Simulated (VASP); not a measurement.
# BAs (F-43m) in VASP: further runs, part 2 of 2

VASP 6.6.1. The steps go on from the part before.

### 3 Phonons, PBEsol, target pressure 1.5 GPa, at which the enthalpy is minimised

This run uses another cell than the first one, of 13.63 Å³/atom, 0.989 times its volume.

Input file POSCAR:

```
BAs
1.0
    0.0000000000      2.3885000000      2.3885000000
    2.3885000000      0.0000000000      2.3885000000
    2.3885000000      2.3885000000      0.0000000000
  B               As
     1     1
Direct
     0.0000000000000000    0.0000000000000000    0.0000000000000000
     0.2500000000000000    0.2500000000000000    0.2500000000000000
```

Input file INCAR.step1:

```
PREC = Accurate
ENCUT = 600
EDIFF = 1E-8
ISMEAR = 0
SIGMA = 0.03
LREAL = F
LASPH = T
NELM = 80
ALGO = Fast
ISIF = 3
LWAVE = F
LCHARG = F
GGA = PS
PSTRESS = 15.0
IBRION = 2
NSW = 40
EDIFFG = -0.002
```

Input file INCAR.step2:

```
PREC = Accurate
ENCUT = 600
EDIFF = 1E-8
ISMEAR = 0
SIGMA = 0.03
LREAL = F
LASPH = T
NELM = 80
ALGO = Fast
ISIF = 2
LWAVE = F
LCHARG = F
GGA = PS
PSTRESS = 15.0
IBRION = 6
NFREE = 2
POTIM = 0.015
NSW = 1
```

Input file KPOINTS:

```
regular mesh
0
Gamma
  10 10 10
```

Potentials or basis: VASP PAW PBE potentials, release 64 (B, As).

Started as:

```bash
cat potpaw_PBE.64/B/POTCAR potpaw_PBE.64/As/POTCAR > POTCAR
cp INCAR.step1 INCAR
mpirun -np 1 vasp_std > vasp.out
cp CONTCAR POSCAR
cp INCAR.step2 INCAR
mpirun -np 1 vasp_std > vasp.out
```

OUTCAR:

```text
PREC = Accurate
   ENCUT = 600
   EDIFF = 1E-8
   ISMEAR = 0
   LREAL = F
   LASPH = T
   NELM = 80
   ISIF = 2
   GGA = PS
   PSTRESS = 15.0
   IBRION = 6
   NFREE = 2
   POTIM = 0.015
   NSW = 1

 ion  position               nearest neighbor table
   1  0.000  0.000  0.000-   2 2.06   2 2.06   2 2.06   2 2.06
   2  0.250  0.250  0.250-   1 2.06   1 2.06   1 2.06   1 2.06

  LATTYP: Found a face centered cubic cell.
 ALAT       =     4.7609704004

  Lattice vectors:

 A1 = (   0.0000000000,   2.3804852002,   2.3804852002)
 A2 = (   2.3804852002,   0.0000000000,   2.3804852002)
 A3 = (   2.3804852002,   2.3804852002,   0.0000000000)

Analysis of symmetry for initial positions (statically):
=====================================================================
 Subroutine PRICEL returns:
 Original cell was already a primitive cell.

 Routine SETGRP: Setting up the symmetry group for a
 face centered cubic supercell.

 Subroutine GETGRP returns: Found 24 space group operations
 (whereof 24 operations were pure point group operations)
 out of a pool of 48 trial point group operations.

The static configuration has the point symmetry T_d .

Analysis of symmetry for dynamics (positions and initial velocities):
=====================================================================
 Subroutine PRICEL returns:
 Original cell was already a primitive cell.

 Routine SETGRP: Setting up the symmetry group for a
 face centered cubic supercell.

 Subroutine GETGRP returns: Found 24 space group operations
 (whereof 24 operations were pure point group operations)
 out of a pool of 48 trial point group operations.

The dynamic configuration has the point symmetry T_d .

 Subroutine INISYM returns: Found 24 space group operations
 (whereof 24 operations are pure point group operations),
 and found     1 'primitive' translations

----------------------------------------------------------------------------------------

                                     Primitive cell

  volume of cell :      26.9790

  direct lattice vectors                    reciprocal lattice vectors
     0.000000000  2.380485200  2.380485200    -0.210041213  0.210041213  0.210041213
     2.380485200  0.000000000  2.380485200     0.210041213 -0.210041213  0.210041213
     2.380485200  2.380485200  0.000000000     0.210041213  0.210041213 -0.210041213

  length of vectors
     3.366514455  3.366514455  3.366514455     0.363802053  0.363802053  0.363802053

  position of ions in fractional coordinates (direct lattice)
     0.000000000  0.000000000  0.000000000
     0.250000000  0.250000000  0.250000000

  ion indices of the primitive-cell ions
   primitive index   ion index
                 1           1
                 2           2

[... 99 lines left out ...]
   IVDW    =     0    specifies the selected vdW correction
   LEPSILON=     F    determine dielectric tensor
   LRPA    =     F    only Hartree local field effects (RPA)
 finite differences with symmetry
 non-spin polarized calculation
 RMM-DIIS sequential band-by-band and
 Gauss-broadening in eV      SIGMA  =   0.03
  energy-cutoff  :      600.00
  volume of cell :       26.98
 maximum number of plane-waves:       934
   NGX = 13   NGY = 13   NGZ = 13

--------------------------------------- Ionic step        1  -------------------------------------------

 number of electron       8.0000000 magnetization

 Free energy of the ion-electron system (eV)
  ---------------------------------------------------
  ext. energy  EPLUGINS =         0.00000000
  ---------------------------------------------------
  free energy    TOTEN  =       -12.20340155 eV

  energy without entropy =      -12.20340155  energy(sigma->0) =      -12.20340155

------------------------ aborting loop because EDIFF is reached ----------------------------------------

  FORCE on cell =-STRESS in cart. coord.  units (eV):
  Direction    XX          YY          ZZ          XY          YZ          ZX
  --------------------------------------------------------------------------------------
  -------------------------------------------------------------------------------------
  Total        0.2535123      0.2535123      0.2535123     -0.0000000     -0.0000000      0.0000000
  in kB       15.0550823     15.0550823     15.0550823     -0.0000000     -0.0000000      0.0000000
  external PRESSURE =       0.0550823 kB  Pullay stress =      15.0000000 kB
[... 139 lines left out ...]
--------------------------------------- Ionic step        5  -------------------------------------------

 number of electron       8.0000000 magnetization

 Free energy of the ion-electron system (eV)
  ---------------------------------------------------
  ext. energy  EPLUGINS =         0.00000000
  ---------------------------------------------------
  free energy    TOTEN  =       -12.20149163 eV

  energy without entropy =      -12.20149163  energy(sigma->0) =      -12.20149163

 E-fermi :   6.4118     XC(G=0): -10.7739

 val. band max:        6.2615494598   @ k =   0.0000   0.0000   0.0000
 cond. band min:       7.2192582804   @ k =   0.0000   0.4000   0.4000
 fundamental gap:      0.9577088206
 Fermi energy:         6.4118109886

 k-point     1 :       0.0000    0.0000    0.0000
  band No.  band energies     occupation
      1      -9.3744      2.00000
      2       6.0487      2.00000
      3       6.1562      2.00000
      4       6.2615      2.00000
      5       9.3262      0.00000
      6       9.4064      0.00000
      7       9.4895      0.00000
      8      10.9654      0.00000
[... 243 lines left out ...]
 k-point    24 :       0.4000    0.3000    0.0000
  band No.  band energies     occupation
      1      -6.6949      2.00000
      2      -0.3575      2.00000
      3       2.1320      2.00000
      4       2.6080      2.00000
      5       7.7507      0.00000
      6       9.4482      0.00000
      7      15.0386      0.00000
      8      15.2877      0.00000

 [... further k-points ...]
[... 5 lines left out ...]
  --------------------------------------------------------------------------------------
  -------------------------------------------------------------------------------------
  Total        0.2536406      0.2573349      0.2573349      0.0000000      0.1204231      0.0000000
  in kB       15.0627041     15.2820908     15.2820908      0.0000000      7.1514478      0.0000000
  external PRESSURE =       0.2089619 kB  Pullay stress =      15.0000000 kB
[... 21 lines left out ...]
  energy  without entropy=      -12.2014916343  energy(sigma->0) =      -12.20149163

  enthalpy is  TOTEN    =       -11.9489068823 eV   P V=        0.2525847520

 INTERNAL STRAIN TENSORS FROM DISPLACED ATOMS
 ============================================

 INTERNAL STRAIN TENSOR FOR ION    1 for displacements in x,y,z  (eV/Angst):
          X           Y           Z          XY          YZ          ZX
  --------------------------------------------------------------------------------
  x     0.00000     0.00000     0.00000     0.00000     8.02597     0.00000
  y     0.00000     0.00000     0.00000     0.00000     0.00000     8.02597
  z     0.00000     0.00000     0.00000     8.02597     0.00000     0.00000

 INTERNAL STRAIN TENSOR FOR ION    2 for displacements in x,y,z  (eV/Angst):
          X           Y           Z          XY          YZ          ZX
  --------------------------------------------------------------------------------
  x     0.00000     0.00000     0.00000     0.00000    -8.02980     0.00000
  y    -0.00000     0.00000    -0.00000     0.00000     0.00000    -8.02980
  z     0.00000     0.00000     0.00000    -8.02980     0.00000     0.00000

 Eigenvectors and eigenvalues of the dynamical matrix
 ----------------------------------------------------

   1 f  =   20.955175 THz   131.665245 2PiTHz  698.989382 cm-1    86.663599 meV
             X         Y         Z           dx          dy          dz
      0.000000  0.000000  0.000000     0.000000    0.934821    0.000000
      1.190243  1.190243  1.190243     0.000000   -0.355120    0.000000
[... 21 lines left out ...]
   6 f/i=    0.000292 THz     0.001835 2PiTHz    0.009744 cm-1     0.001208 meV
             X         Y         Z           dx          dy          dz
      0.000000  0.000000  0.000000     0.000000   -0.355120    0.000000
      1.190243  1.190243  1.190243     0.000000   -0.934821    0.000000

 ELASTIC MODULI CONTR FROM IONIC RELAXATION (kBar)
 Direction    XX          YY          ZZ          XY          YZ          ZX
 --------------------------------------------------------------------------------
 XX          -0.0000      0.0000     -0.0000      0.0000      0.0000     -0.0000
 YY           0.0000     -0.0000      0.0000      0.0000      0.0000      0.0000
 ZZ          -0.0000      0.0000     -0.0000      0.0000      0.0000     -0.0000
 XY           0.0000      0.0000      0.0000   -225.4572      0.0000      0.0000
 YZ           0.0000      0.0000      0.0000      0.0000   -225.4572      0.0000
 ZX          -0.0000      0.0000     -0.0000      0.0000      0.0000   -225.4572
 --------------------------------------------------------------------------------
```

Run time: 66 s. Hardware: 1 thread of Intel Xeon 6975P-C (Granite Rapids), shared host; peak memory 0.23 GiB.

What came out:

* Relaxed volume: 13.49 Å³/atom
* Relaxed cell: a = 3.367 Å, b = 3.367 Å, c = 3.367 Å, α = 60.00°, β = 60.00°, γ = 60.00°
* Space group after relaxing (to 0.05 Å): F-43m (No. 216)
* Highest phonon frequency at Γ, LO-TO splitting left out: 699 cm⁻¹

Step by step:
| step | energy change (eV) | largest force (eV/Å) | pressure (GPa) | volume (Å³) |
| --- | --- | --- | --- | --- |
| 1 | 0.0000 | 0.0000 | 0.05 | 27.25 |
| 2 | 0.0040 | 0.0000 | 2.67 | 26.77 |
| 3 | 0.0013 | 0.0000 | 1.50 | 26.98 |

Final structure:
```cif
data_structure
_symmetry_space_group_name_H-M 'P 1'
_symmetry_Int_Tables_number 1
_cell_length_a 3.3665
_cell_length_b 3.3665
_cell_length_c 3.3665
_cell_angle_alpha 60.000
_cell_angle_beta 60.000
_cell_angle_gamma 60.000
_cell_volume 26.98
loop_
_atom_site_label
_atom_site_type_symbol
_atom_site_fract_x
_atom_site_fract_y
_atom_site_fract_z
_atom_site_occupancy
B1 B 0.00000 0.00000 0.00000 1
As1 As 0.25000 0.25000 0.25000 1
```

Phonon frequencies in cm⁻¹ (negative: imaginary):
| q point | frequencies |
| --- | --- |
| (0.000, 0.000, 0.000) | 0 0 0 699 699 699 |

Caveat: the PAW data sets were made with another functional, which shifts forces and pressure a little.
